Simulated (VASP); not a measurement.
# MoS2 in VASP: a series of runs

One slab, MoS2, is run at these levels: PBEsol, PBE+D3(BJ); tasks: single point, relaxation of cell and atoms.

Everything below comes from runs of VASP 6.6.1. Logs are shortened: lines on timing, memory, paths and dates and some standing lists are left out, and cuts for length are marked.

### 1 Starting point

The cell holds a slab with vacuum, 3 atoms: a = 3.169 Å, b = 3.169 Å, c = 13.130 Å, α = 90.00°, β = 90.00°, γ = 120.00°.

### 2 Single point, PBEsol

Contents of INCAR:

```
SYSTEM = MoS2
PREC = Accurate
ENCUT = 460
EDIFF = 1E-7
ISMEAR = 0
SIGMA = 0.05
LREAL = .False.
LASPH = .True.
NELM = 120
ALGO = Normal
ISIF = 2
LWAVE = .False.
LCHARG = .False.
LDIPOL = .True.
IDIPOL = 3
DIPOL = 0.5 0.5 0.500
GGA = PS
NBANDS = 24
LVHAR = .True.
LVACPOTAV = .True.
```

Contents of KPOINTS:

```
regular mesh
0
Gamma
  10 10 1
  0 0 0
```

Contents of POSCAR:

```
MoS2
1.0
    3.1690000000      0.0000000000      0.0000000000
   -1.5845000000      2.7444345000      0.0000000000
    0.0000000000      0.0000000000     13.1302960000
S Mo
2 1
Direct
    0.3333333333      0.6666666667      0.3807987269
    0.3333333333      0.6666666667      0.6192012731
    0.6666666667      0.3333333333      0.5000000000
```

Potentials or basis: VASP PAW PBE potentials, release 64 (S, Mo_sv).

Launch:

```bash
$ cat potpaw_PBE.64/S/POTCAR potpaw_PBE.64/Mo_sv/POTCAR > POTCAR
$ mpirun -np 1 vasp_std > vasp.out
```

OUTCAR:

```text
SYSTEM = MoS2
   PREC = Accurate
   ENCUT = 460
   EDIFF = 1E-7
   ISMEAR = 0
   LREAL = .False.
   LASPH = .True.
   NELM = 120
   ISIF = 2
   GGA = PS

 Found     14 irreducible k-points:

 Following reciprocal coordinates:
            Coordinates               Weight
  0.000000  0.000000  0.000000      1.000000
  0.100000  0.000000  0.000000      6.000000
  0.200000  0.000000  0.000000      6.000000
  0.300000  0.000000  0.000000      6.000000
  0.400000 -0.000000  0.000000      6.000000
  0.500000  0.000000  0.000000      3.000000
   k-points           NKPTS =     14   k-points in BZ     NKDIM =     14   number of bands    NBANDS=     24
   number of dos      NEDOS =    301   number of ions     NIONS =      3
   total plane-waves  NPLWV =  55296
   dimension x,y,z NGX =    24 NGY =   24 NGZ =   96
   dimension x,y,z NGXF=    48 NGYF=   48 NGZF=  192
   ions per type =               2   1
   NGX,Y,Z   is equivalent  to a cutoff of  12.59, 12.59, 12.15 a.u.
   NGXF,Y,Z  is equivalent  to a cutoff of  25.18, 25.18, 24.31 a.u.
 SYSTEM =  MoS2
   PREC   = accura    normal or accurate (medium, high low for compatibility)
   ISTART =      0    job   : 0-new  1-cont  2-samecut
   ICHARG =      2    charge: 1-file 2-atom 10-const
   ISPIN  =      1    spin polarized calculation?
   LNONCOLLINEAR =      F non collinear calculations
   LSORBIT =      F    spin-orbit coupling
   LASPH  =      T    aspherical Exc in radial PAW
   ENCUT  =  460.0 eV  33.81 Ry    5.81 a.u.   5.54  5.54 22.96*2*pi/ulx,y,z
   NELM   =    120;   NELMIN=  2; NELMDL= -5     # of ELM steps
   EDIFF  = 0.1E-06   stopping-criterion for ELM
   LREAL  =      F    real-space projection
   EDIFFG = 0.1E-05   stopping-criterion for IOM
   NSW    =      0    number of steps for IOM
   IBRION =     -1    ionic relax: 0-MD 1-quasi-New 2-CG
   NFREE  =      0    steps in history (QN), initial steepest desc. (CG)
   ISIF   =      2    stress and relaxation
   ISYM   =      2    0-nonsym 1-usesym 2-fastsym
   POTIM  = 0.5000    time-step for ionic-motion
   TEBEG  =    0.0;   TEEND  =   0.0 temperature during run
   PSTRESS=    0.0 pullay stress
   NELECT =      26.0000    total number of electrons
   NUPDOWN=      -1.0000    fix difference up-down
   EMIN   =  10.00;   EMAX   =-10.00  energy-range for DOS
   EFERMI =   0.00;   METHOD = LEGACY
   ISMEAR =     0;   SIGMA  =   0.05  broadening in eV -4-tet -1-fermi 0-gaus
   EFERMI_NEDOS =   21; number of points for ismear=-14 and -15
   IALGO  =     38    algorithm
   IMIX   =      4    mixing-type and parameters
     AMIX     =   0.40;   BMIX     =  1.00
     AMIX_MAG =   1.60;   BMIX_MAG =  1.00
  volume/ion in A,a.u.               =      38.07       256.88
  Fermi-wavevector in a.u.,A,eV,Ry     =   0.999653  1.889071 13.596393  0.999307
  Thomas-Fermi vector in A             =   2.131958
   LORBIT       =      0    0 simple, 1 ext, 2 COOP (PROOUT), +10 PAW based schemes
   GGA     = PS    functional components
   LHFCALC =     F    Hartree Fock is set to
   AEXX    =    0.0000 exact exchange contribution
   IVDW    =     0    specifies the selected vdW correction
   LEPSILON=     F    determine dielectric tensor
   LRPA    =     F    only Hartree local field effects (RPA)
 non-spin polarized calculation
 Gauss-broadening in eV      SIGMA  =   0.05
  energy-cutoff  :      460.00
  volume of cell :      114.20
 maximum number of plane-waves:      2593
 NGX is ok and might be reduce to    24
   NGX = 11   NGY = 11   NGZ = 45

 dipolmoment           0.000000      0.000000     -0.000000 electrons x Angstroem

 number of electron      25.9999994 magnetization

 dipolmoment           0.000000      0.000000      0.000000 electrons x Angstroem

 Free energy of the ion-electron system (eV)
  ---------------------------------------------------
  ext. energy  EPLUGINS =         0.00000000
  ---------------------------------------------------
  free energy    TOTEN  =       -23.41239581 eV

  energy without entropy =      -23.41239581  energy(sigma->0) =      -23.41239581

 E-fermi :   0.2375     XC(G=0):  -5.8313

 val. band max:       -0.0308295840   @ k =   0.0000   0.0000   0.0000
 cond. band min:       1.8757844694   @ k =   0.3000   0.3000   0.0000
 fundamental gap:      1.9066140534
 Fermi energy:         0.2374723896

 k-point     1 :       0.0000    0.0000    0.0000
  band No.  band energies     occupation
      1     -60.7301      2.00000
      2     -34.9174      2.00000
      3     -34.6865      2.00000
      4     -34.6865      2.00000
      5     -14.0889      2.00000
      6     -12.7718      2.00000
[... 16 lines left out ...]
     23      10.9260      0.00000
     24      10.9260      0.00000

 k-point     2 :       0.1000    0.0000    0.0000
  band No.  band energies     occupation
      1     -60.7263      2.00000
      2     -34.9098      2.00000
      3     -34.7250      2.00000
      4     -34.6952      2.00000
      5     -13.9381      2.00000
      6     -12.7091      2.00000
[... 16 lines left out ...]
     23      10.4516      0.00000
     24      11.4070      0.00000

 k-point     3 :       0.2000    0.0000    0.0000
  band No.  band energies     occupation
      1     -60.7163      2.00000
      2     -34.8901      2.00000
      3     -34.8245      2.00000
      4     -34.7180      2.00000
      5     -13.5192      2.00000
      6     -12.5355      2.00000
[... 16 lines left out ...]
     23       9.7970      0.00000
     24      11.4840      0.00000

 k-point     4 :       0.3000    0.0000    0.0000
  band No.  band energies     occupation
      1     -60.7039      2.00000
      2     -34.9455      2.00000
      3     -34.8656      2.00000
      4     -34.7461      2.00000
      5     -12.9375      2.00000
      6     -12.2980      2.00000
[... 16 lines left out ...]
     23      10.3610      0.00000
     24      11.4065      0.00000

 k-point     5 :       0.4000   -0.0000    0.0000
  band No.  band energies     occupation
      1     -60.6938      2.00000
      2     -35.0417      2.00000
      3     -34.8458      2.00000
      4     -34.7686      2.00000
      5     -12.3883      2.00000
      6     -12.0818      2.00000
[... 16 lines left out ...]
     23      10.5850      0.00000
     24      10.8459      0.00000

 k-point     6 :       0.5000    0.0000    0.0000
  band No.  band energies     occupation
      1     -60.6900      2.00000
      2     -35.0781      2.00000
      3     -34.8381      2.00000
      4     -34.7772      2.00000
      5     -12.1507      2.00000
      6     -11.9921      2.00000
[... 16 lines left out ...]
     23      10.6839      0.00000
     24      10.7824      0.00000

 [... further k-points ...]

------------------------ aborting loop because EDIFF is reached ----------------------------------------

  FORCE on cell =-STRESS in cart. coord.  units (eV):
  Direction    XX          YY          ZZ          XY          YZ          ZX
  --------------------------------------------------------------------------------------
  -------------------------------------------------------------------------------------
  Total       -1.1722695     -1.1722695     -1.0059182      0.0000000      0.0000000      0.0000000
  in kB      -16.4470655    -16.4470655    -14.1131395      0.0000000      0.0000000      0.0000000
  external PRESSURE =     -15.6690902 kB  Pullay stress =       0.0000000 kB

 VOLUME and BASIS-vectors are now :
 -----------------------------------------------------------------------------
  energy-cutoff  :      460.00
  volume of cell :      114.20
      direct lattice vectors                 reciprocal lattice vectors
     3.169000000  0.000000000  0.000000000     0.315556958  0.182186895  0.000000000
    -1.584500000  2.744434500  0.000000000     0.000000000  0.364373790  0.000000000
     0.000000000  0.000000000 13.130296000     0.000000000  0.000000000  0.076159745

 POSITION                                       TOTAL-FORCE (eV/Angst)
 -----------------------------------------------------------------------------------
     -0.00000      1.82962      5.00000         0.000000      0.000000      0.310479
     -0.00000      1.82962      8.13030         0.000000     -0.000000     -0.310479
      1.58450      0.91481      6.56515        -0.000000      0.000000      0.000000
 -----------------------------------------------------------------------------------
    total drift:                               -0.000000      0.000000      0.000000

  FREE ENERGIE OF THE ION-ELECTRON SYSTEM (eV)
  ---------------------------------------------------
  free  energy   TOTEN  =       -23.4123958080 eV

  energy  without entropy=      -23.4123958080  energy(sigma->0) =      -23.41239581

 vacuum level on the upper side and lower side of the slab         5.957         5.957
```

stdout:

```text
POSCAR found type information on POSCAR S Mo
 POSCAR found :  2 types and       3 ions
 scaLAPACK will be used
 -----------------------------------------------------------------------------
[... 23 lines left out ...]
|     Did not find any points to average over, which means that no vacuum     |
|     field-free region was found. Please increase the size of  your cell     |
|     in the dimension of the dipole correction to obtain accurate            |
|     workfunction values.                                                    |
|                                                                             |
 -----------------------------------------------------------------------------
```

It took 16 s on 1 thread of Intel Xeon 6975P-C (Granite Rapids), shared host; peak memory 0.23 GiB.

These settings aren't checked as converged: the numbers below hold their error.

What came out:

| Property | Result |
| --- | --- |
| Free energy | -23.4124 eV |
| Largest force | 0.310 eV/Å |
| Band gap on the k mesh | 1.91 eV, indirect (least direct gap 1.99 eV) |
| Ionisation potential of the upper face | 5.99 eV |

Caveat: the PAW data sets were made with another functional, which shifts forces and pressure a little.

### 3 Single point, PBEsol

This run uses another cell than the first one, of 43.86 Å³/atom, 1.152 times its volume.

Edit INCAR of step 2 so:

```diff
@@ -2,3 +2,3 @@
 PREC = Accurate
-ENCUT = 460
+ENCUT = 650
 EDIFF = 1E-7
```

Contents of KPOINTS:

```
regular mesh
0
Gamma
  8 8 1
  0 0 0
```

Contents of POSCAR:

```
MoS2
1.0
    3.1690000000      0.0000000000      0.0000000000
   -1.5845000000      2.7444345000      0.0000000000
    0.0000000000      0.0000000000     15.1302960000
S Mo
2 1
Direct
    0.3333333333      0.6666666667      0.3965553615
    0.3333333333      0.6666666667      0.6034446385
    0.6666666667      0.3333333333      0.5000000000
```

Potentials or basis: VASP PAW PBE potentials, release 64 (S, Mo_sv).

Launch:

```bash
$ cat potpaw_PBE.64/S/POTCAR potpaw_PBE.64/Mo_sv/POTCAR > POTCAR
$ mpirun -np 1 vasp_std > vasp.out
```

OUTCAR:

```text
SYSTEM = MoS2
   PREC = Accurate
   ENCUT = 650
   EDIFF = 1E-7
   ISMEAR = 0
   LREAL = .False.
   LASPH = .True.
   NELM = 120
   ISIF = 2
   GGA = PS

 Found     10 irreducible k-points:

 Following reciprocal coordinates:
            Coordinates               Weight
  0.000000  0.000000  0.000000      1.000000
  0.125000  0.000000  0.000000      6.000000
  0.250000  0.000000  0.000000      6.000000
  0.375000 -0.000000  0.000000      6.000000
  0.500000  0.000000  0.000000      3.000000
  0.125000  0.125000  0.000000      6.000000
   k-points           NKPTS =     10   k-points in BZ     NKDIM =     10   number of bands    NBANDS=     24
   number of dos      NEDOS =    301   number of ions     NIONS =      3
   total plane-waves  NPLWV =  98784
   dimension x,y,z NGX =    28 NGY =   28 NGZ =  126
   dimension x,y,z NGXF=    56 NGYF=   56 NGZF=  252
   ions per type =               2   1
   NGX,Y,Z   is equivalent  to a cutoff of  14.69, 14.69, 13.84 a.u.
   NGXF,Y,Z  is equivalent  to a cutoff of  29.38, 29.38, 27.69 a.u.
 SYSTEM =  MoS2
   PREC   = accura    normal or accurate (medium, high low for compatibility)
   ISTART =      0    job   : 0-new  1-cont  2-samecut
   ICHARG =      2    charge: 1-file 2-atom 10-const
   ISPIN  =      1    spin polarized calculation?
   LNONCOLLINEAR =      F non collinear calculations
   LSORBIT =      F    spin-orbit coupling
   LASPH  =      T    aspherical Exc in radial PAW
   ENCUT  =  650.0 eV  47.77 Ry    6.91 a.u.   6.59  6.59 31.45*2*pi/ulx,y,z
   NELM   =    120;   NELMIN=  2; NELMDL= -5     # of ELM steps
   EDIFF  = 0.1E-06   stopping-criterion for ELM
   LREAL  =      F    real-space projection
   EDIFFG = 0.1E-05   stopping-criterion for IOM
   NSW    =      0    number of steps for IOM
   IBRION =     -1    ionic relax: 0-MD 1-quasi-New 2-CG
   NFREE  =      0    steps in history (QN), initial steepest desc. (CG)
   ISIF   =      2    stress and relaxation
   ISYM   =      2    0-nonsym 1-usesym 2-fastsym
   POTIM  = 0.5000    time-step for ionic-motion
   TEBEG  =    0.0;   TEEND  =   0.0 temperature during run
   PSTRESS=    0.0 pullay stress
   NELECT =      26.0000    total number of electrons
   NUPDOWN=      -1.0000    fix difference up-down
   EMIN   =  10.00;   EMAX   =-10.00  energy-range for DOS
   EFERMI =   0.00;   METHOD = LEGACY
   ISMEAR =     0;   SIGMA  =   0.05  broadening in eV -4-tet -1-fermi 0-gaus
   EFERMI_NEDOS =   21; number of points for ismear=-14 and -15
   IALGO  =     38    algorithm
   IMIX   =      4    mixing-type and parameters
     AMIX     =   0.40;   BMIX     =  1.00
     AMIX_MAG =   1.60;   BMIX_MAG =  1.00
  volume/ion in A,a.u.               =      43.86       296.00
  Fermi-wavevector in a.u.,A,eV,Ry     =   0.953510  1.801872 12.370154  0.909181
  Thomas-Fermi vector in A             =   2.082171
   LORBIT       =      0    0 simple, 1 ext, 2 COOP (PROOUT), +10 PAW based schemes
   GGA     = PS    functional components
   LHFCALC =     F    Hartree Fock is set to
   AEXX    =    0.0000 exact exchange contribution
   IVDW    =     0    specifies the selected vdW correction
   LEPSILON=     F    determine dielectric tensor
   LRPA    =     F    only Hartree local field effects (RPA)
 non-spin polarized calculation
 Gauss-broadening in eV      SIGMA  =   0.05
  energy-cutoff  :      650.00
  volume of cell :      131.59
 maximum number of plane-waves:      4989
 NGX is ok and might be reduce to    28
   NGX = 13   NGY = 13   NGZ = 63

 dipolmoment           0.000000      0.000000      0.000000 electrons x Angstroem

 number of electron      25.9999998 magnetization

 dipolmoment           0.000000      0.000000     -0.000000 electrons x Angstroem

 Free energy of the ion-electron system (eV)
  ---------------------------------------------------
  ext. energy  EPLUGINS =         0.00000000
  ---------------------------------------------------
  free energy    TOTEN  =       -23.41378704 eV

  energy without entropy =      -23.41378704  energy(sigma->0) =      -23.41378704

 E-fermi :  -0.4954     XC(G=0):  -5.0764

 val. band max:       -0.8188265192   @ k =   0.0000   0.0000   0.0000
 cond. band min:       1.1302824540   @ k =   0.3750   0.2500   0.0000
 fundamental gap:      1.9491089732
 Fermi energy:        -0.4953588046

 k-point     1 :       0.0000    0.0000    0.0000
  band No.  band energies     occupation
      1     -61.5189      2.00000
      2     -35.7066      2.00000
      3     -35.4757      2.00000
      4     -35.4757      2.00000
      5     -14.8765      2.00000
      6     -13.5596      2.00000
[... 16 lines left out ...]
     23       8.7410      0.00000
     24      10.1376      0.00000

 k-point     2 :       0.1250    0.0000    0.0000
  band No.  band energies     occupation
      1     -61.5131      2.00000
      2     -35.6951      2.00000
      3     -35.5345      2.00000
      4     -35.4891      2.00000
      5     -14.6433      2.00000
      6     -13.4626      2.00000
[... 16 lines left out ...]
     23       9.2146      0.00000
     24       9.3753      0.00000

 k-point     3 :       0.2500    0.0000    0.0000
  band No.  band energies     occupation
      1     -61.4989      2.00000
      2     -35.6744      2.00000
      3     -35.6671      2.00000
      4     -35.5212      2.00000
      5     -14.0266      2.00000
      6     -13.2080      2.00000
[... 16 lines left out ...]
     23       8.8496      0.00000
     24       9.7893      0.00000

 k-point     4 :       0.3750   -0.0000    0.0000
  band No.  band energies     occupation
      1     -61.4847      2.00000
      2     -35.8113      2.00000
      3     -35.6391      2.00000
      4     -35.5532      2.00000
      5     -13.2957      2.00000
      6     -12.9157      2.00000
[... 16 lines left out ...]
     23       9.5077      0.00000
     24       9.8371      0.00000

 k-point     5 :       0.5000    0.0000    0.0000
  band No.  band energies     occupation
      1     -61.4788      2.00000
      2     -35.8672      2.00000
      3     -35.6274      2.00000
      4     -35.5663      2.00000
      5     -12.9385      2.00000
      6     -12.7798      2.00000
[... 16 lines left out ...]
     23       9.7727      0.00000
     24       9.9308      0.00000

 k-point     6 :       0.1250    0.1250    0.0000
  band No.  band energies     occupation
      1     -61.5031      2.00000
      2     -35.6753      2.00000
      3     -35.6273      2.00000
      4     -35.5184      2.00000
      5     -14.2169      2.00000
      6     -13.2853      2.00000
[... 16 lines left out ...]
     23       9.1190      0.00000
     24       9.5763      0.00000

 [... further k-points ...]

------------------------ aborting loop because EDIFF is reached ----------------------------------------

  FORCE on cell =-STRESS in cart. coord.  units (eV):
  Direction    XX          YY          ZZ          XY          YZ          ZX
  --------------------------------------------------------------------------------------
  -------------------------------------------------------------------------------------
  Total       -1.1530700     -1.1530700     -0.9870368      0.0000000     -0.0000000      0.0000000
  in kB      -14.0392444    -14.0392443    -12.0177010      0.0000000     -0.0000000      0.0000000
  external PRESSURE =     -13.3653966 kB  Pullay stress =       0.0000000 kB

 VOLUME and BASIS-vectors are now :
 -----------------------------------------------------------------------------
  energy-cutoff  :      650.00
  volume of cell :      131.59
      direct lattice vectors                 reciprocal lattice vectors
     3.169000000  0.000000000  0.000000000     0.315556958  0.182186895  0.000000000
    -1.584500000  2.744434500  0.000000000     0.000000000  0.364373790  0.000000000
     0.000000000  0.000000000 15.130296000     0.000000000  0.000000000  0.066092560

 POSITION                                       TOTAL-FORCE (eV/Angst)
 -----------------------------------------------------------------------------------
     -0.00000      1.82962      6.00000         0.000000      0.000000      0.311196
     -0.00000      1.82962      9.13030         0.000000     -0.000000     -0.311196
      1.58450      0.91481      7.56515        -0.000000     -0.000000      0.000000
 -----------------------------------------------------------------------------------
    total drift:                               -0.000000      0.000000      0.000000

  FREE ENERGIE OF THE ION-ELECTRON SYSTEM (eV)
  ---------------------------------------------------
  free  energy   TOTEN  =       -23.4137870356 eV

  energy  without entropy=      -23.4137870356  energy(sigma->0) =      -23.41378704

 vacuum level on the upper side and lower side of the slab         5.171         5.171
```

It took 34 s on 1 thread of Intel Xeon 6975P-C (Granite Rapids), shared host; peak memory 0.32 GiB.

The run converged, but some of its settings lie outside the range that counts as converged, so its numbers aren't taken as properties of the slab.

Results:

```yaml
Free_energy: -23.4138 eV
Largest_force: 0.311 eV/Å
Band_gap_on_the_k_mesh: 1.95 eV, indirect (least direct gap 2.04 eV)
Ionisation_potential_of_the_upper_face: 5.99 eV
```

Caveat: the PAW data sets were made with another functional, which shifts forces and pressure a little.

(Part 1 of 2 ends here.)
